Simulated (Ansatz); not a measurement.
Crystal: CdSe.

```
Cd Se
1.0
     0.00000    2.87396    2.87396
     2.87396    0.00000    2.87396
     2.87396    2.87396    0.00000
Cd Se
1 1
Cartesian
  0.0000 0.0000 0.0000
  2.8740 2.8740 2.8740
```

Measurements of this composition are mostly on another form, of space group No. 186.

```yaml
Program: Ansatz 0.2.0
Task: relaxation of cell and atoms
Functional: PBE0
Potentials_or_basis: Ansatz PAW
Cutoff: "420 eV (not typed: the program's choice for these potentials)"
k_mesh: 4 × 4 × 4
Occupations: fermi-dirac, width 0.05 eV
Spin: no spin polarisation
```

At the start: volume 23.74 Å³/atom.

How do energy, volume and symmetry change on relaxing?

It ends after 5 steps and the volume is 23.10 Å³/atom (-2.7 %); space group Fm-3m (No. 225, to 0.05 Å).

Step by step:
```
step  energy change (eV)  largest force (eV/Å)  volume (Å³)
   1              0.0000                0.0000        47.48
   2             -0.0050                0.0000        45.29
   3             -0.0082                0.0000        46.25
   4             -0.0083                0.0000        46.20
   5             -0.0070                0.0000        46.20
```

Final structure:
```cif
data_structure
_symmetry_space_group_name_H-M 'P 1'
_symmetry_Int_Tables_number 1
_cell_length_a 4.0276
_cell_length_b 4.0276
_cell_length_c 4.0276
_cell_angle_alpha 60.000
_cell_angle_beta 60.000
_cell_angle_gamma 60.000
_cell_volume 46.20
loop_
_atom_site_label
_atom_site_type_symbol
_atom_site_fract_x
_atom_site_fract_y
_atom_site_fract_z
_atom_site_occupancy
Cd1 Cd 0.00000 0.00000 0.00000 1
Se1 Se 0.50000 0.50000 0.50000 1
```

Caveat: the k mesh is coarse (spacing up to 0.47 Å⁻¹), so the values aren't converged, least of all with exact exchange; the plane-wave basis is chosen anew once the cell has moved, so the energies of steps on either side of that aren't comparable; the PAW data sets come from PBE, with cores solved anew for the run's functional, which leaves a small shift of forces and pressure.
